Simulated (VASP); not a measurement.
## HgTe in VASP 6.6.1, single-point calculation

INCAR

```
LREAL = .FALSE.
ISIF = 2
EDIFF = 1E-7
ISMEAR = -1
LWAVE = .FALSE.
PREC = Accurate
NBANDS = 16
LASPH = .TRUE.
SIGMA = 0.02
NELM = 120
ENCUT = 520
NSW = 0
LCHARG = .FALSE.
IBRION = -1
GGA = PS
ADDGRID = .TRUE.
```

KPOINTS

```
KPOINTS created by Atomic Simulation Environment
0
Gamma
8 8 8
0 0 0
```

POSCAR

```
Hg Te
 1.0000000000000000
     0.0000000000000000    3.0434522883094655    3.0434522883094655
     3.0434522883094659    0.0000000000000000    3.0434522883094655
     3.0434522883094659    3.0434522883094655   -0.0000000000000000
 Hg  Te
   1   1
Cartesian
 -0.0000000000000000 -0.0000000000000000  0.0000000000000000
  3.0434522883094655  3.0434522883094659  3.0434522883094663
```

The recommended PBE PAW datasets give the neutral cell 18 valence electrons.

Command

```
mpirun -np 1 vasp_std
```

Task: How does this run end, and what does it give?

Result: It converged. Results: gap between bands v and c on the k mesh -2.59 eV (bands overlap: a metal); least direct gap on the k mesh 0.00 eV; pressure -2.2 GPa. Band v is the last that the valence electrons fill when counted band by band, and c is the next.

OSZICAR

```
N       E                     dE             d eps       ncg     rms          rms(c)
DAV:   1     0.104409696249E+03    0.10441E+03   -0.81250E+03   928   0.984E+02
DAV:   2    -0.106960646078E+01   -0.10548E+03   -0.97054E+02  1104   0.233E+02
DAV:   3    -0.438804403201E+01   -0.33184E+01   -0.33076E+01  1160   0.421E+01
DAV:   4    -0.441095353648E+01   -0.22910E-01   -0.22908E-01  1272   0.335E+00
DAV:   5    -0.441122870179E+01   -0.27517E-03   -0.27516E-03  1200   0.289E-01    0.742E+00
DAV:   6    -0.419400076931E+01    0.21723E+00   -0.45550E-01  1136   0.878E+00    0.576E+00
DAV:   7    -0.419000627802E+01    0.39945E-02   -0.57521E-02  1040   0.165E+00    0.214E+00
DAV:   8    -0.418816697303E+01    0.18393E-02   -0.37383E-03  1104   0.673E-01    0.494E-01
DAV:   9    -0.418799089479E+01    0.17608E-03   -0.41087E-04  1184   0.193E-01    0.327E-02
DAV:  10    -0.418800039629E+01   -0.95015E-05   -0.34328E-05  1184   0.514E-02    0.278E-02
DAV:  11    -0.418800381380E+01   -0.34175E-05   -0.31721E-06  1152   0.165E-02    0.137E-02
DAV:  12    -0.418800398074E+01   -0.16695E-06   -0.12840E-07  1080   0.332E-03    0.308E-03
DAV:  13    -0.418800393152E+01    0.49224E-07   -0.13737E-08   664   0.662E-04
   1 F= -.41880039E+01 E0= -.41868551E+01  d E =-.229757E-02
```

For comparison, a separate PBEsol run of the intended cell, on usual settings and not on those above, gives a gap of -2.59 eV on its mesh and a pressure of -2.2 GPa.
